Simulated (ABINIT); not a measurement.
PbS, 4 atoms in the cell. Symmetry: Cmcm, No. 63, orthorhombic system. Conventional cell: a = 4.160 Å, b = 11.983 Å, c = 4.279 Å, α = 90.00°, β = 90.00°, γ = 90.00°. Around Pb (site symmetry m2m) lie 5 S at 2.69 to 2.99 Å. S (site symmetry m2m) has 5 Pb at 2.69 to 2.99 Å as nearest neighbours. Measurements of this composition are mostly on another form, of space group No. 225.

- Program: ABINIT 10.8.3 (patched build)
- Task: single point
- Functional: PBE
- Potentials or basis: PseudoDojo NC SR PBE v0.4.1 standard
- Cutoff: 653 eV
- k mesh: 5 × 5 × 4
- Occupations: fermi-dirac, width 0.05 eV
- Spin: no spin polarisation

Potentials or basis: PseudoDojo NC SR PBE v0.4.1 standard.

Launch:

```bash
$ abinit run.abi > log 2>&1
```

Hardware: 1 thread of Arm Neoverse V1, with other jobs on the host.

Estimate the wall time of this run.

Wall time 2.1 min on 1 thread of Arm Neoverse V1 (shared host), peak memory 0.12 GiB. Counts: scf iterations 12, mpi ranks 1, k points 27, bands 24, plane waves 4065.
